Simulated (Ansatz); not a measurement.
Bi2Te3: short molecular dynamics at 1100 K

Level of theory: DFT PBE, scalar-relativistic, plane waves, PAW (Ansatz). The runs took a 420 eV cutoff, a shifted (0.0, 0.0, 0.5 steps) 3×3×2 mesh and Fermi–Dirac smearing (0.095 eV). The mesh is coarse. Spin–orbit coupling is left out, which matters for the heavy elements here. No spin polarisation.

20 atoms, starting at 1.03 times the perfect crystal's volume (space group R3m); Langevin thermostat at 1100 K (friction 0.02 fs⁻¹), fixed cell; 45 steps of 3 fs. The run is short and not equilibrated. The crystal has no gap, and so coarse a mesh can leave errors of tens of meV/atom and of a GPa or more.

First frame:

```
Bi Te
1.0
     4.51581   -7.82160    0.00000
     9.03161    0.00000    0.00000
     4.51581   -2.60720    9.93350
Bi Te
8 12
Cartesian
  6.8324 -6.6128 4.4411
  4.5903 -2.7499 4.1945
  11.2274 -6.4221 4.2934
  9.1224 -2.5161 4.0272
  6.7686 -1.2839 1.9713
  8.8028 -5.2936 2.1328
  2.3365 -1.2875 2.0136
  4.2923 -5.1528 2.0477
  11.4709 -9.0032 8.1073
  8.9170 -5.1914 8.0918
  15.9567 -9.1009 8.0069
  13.6467 -5.1046 7.9880
  11.4165 -3.7977 6.2387
  13.6403 -8.0209 6.0613
  6.7104 -3.8438 6.2534
  9.0449 -7.7827 5.9327
  11.2158 -3.9472 0.4122
  4.6516 -7.6890 0.1891
  6.7617 -3.8768 0.2133
  8.8718 -7.6950 0.0025
```

```
Mean temperature over the second half                                                                                                                                                     : 1083 K
Mean pressure over the second half (kinetic part included)                                                                                                                                : 1.4 GPa
Mean potential energy above the perfect crystal (relaxed, at volume ratio 1; besides heat the difference comes from the volume, 3 % larger; the free energy holds the electrons' entropy) : 94 meV/atom
Mean-square drift of Bi from first to last step (mean shift of all atoms removed)                                                                                                         : 0.10 Å²
Mean-square drift of Te from first to last step (mean shift of all atoms removed)                                                                                                         : 0.12 Å²
```

Pair distribution functions g(r), second half of the run, up to half the cell's height:

```
r (Å) Bi-Bi Bi-Te Te-Te
 2.65    0.0    0.0    0.0
 2.75    0.0    0.8    0.3
 2.85    0.0    1.5    0.6
 2.95    0.0    1.6    1.2
 3.05    0.0    2.1    1.8
 3.15    3.4    3.1    1.8
 3.25    2.3    1.9    2.1
 3.35    3.4    0.6    2.7
 3.45    3.1    1.5    2.6
 3.55    2.5    0.5    1.3
 3.65    1.5    0.0    1.4
```

Along the run (potential energy from its first value; pressure with the kinetic part):

```
t (fs) T (K)  ΔE_pot (meV/atom) P (GPa)
   0.0   1045                0.0     -0.2
   3.0    920               -1.1     -0.3
   6.0   1063               -1.8     -0.3
   9.0   1300               -2.2     -0.2
  12.0   1115               -2.1     -0.3
  15.0   1078               -1.9     -0.4
  18.0   1091               -1.9     -0.4
  21.0   1097               -1.8     -0.4
  24.0   1150               -1.6     -0.4
  27.0   1276               -1.3     -0.3
  30.0   1322               -0.5     -0.2
  33.0   1384                1.0     -0.2
  36.0   1415                3.0     -0.1
  39.0   1365                5.4      0.0
  42.0   1243                8.0      0.0
  45.0    961               10.0      0.0
  48.0   1086               11.6      0.1
  51.0   1144               13.2      0.2
  54.0   1114               15.1      0.2
  57.0   1182               17.1      0.3
  60.0   1030               18.9      0.3
  63.0    953               20.9      0.4
  66.0   1034               23.7      0.5
  69.0    974               27.1      0.6
  72.0    986               31.1      0.7
  75.0   1009               35.3      0.8
  78.0    913               39.3      0.8
  81.0    913               42.7      0.9
  84.0    881               45.5      1.0
  87.0    898               47.8      1.1
  90.0   1046               49.7      1.2
  93.0   1113               51.3      1.3
  96.0   1022               53.0      1.3
  99.0   1068               54.5      1.4
 102.0   1037               55.7      1.4
 105.0   1071               57.1      1.5
 108.0   1176               58.1      1.6
 111.0   1199               58.8      1.6
 114.0   1125               59.6      1.6
 117.0   1191               60.2      1.7
 120.0   1250               60.7      1.8
 123.0   1153               61.3      1.8
 126.0   1197               62.1      1.8
 129.0   1338               62.9      1.9
 132.0   1208               63.5      1.9
 135.0   1148               63.9      1.9
```

Cost: 1 run of about 84 core-minutes (earlier runs that led there not counted), on Intel Xeon Processor @ 2.70GHz (shared hosts).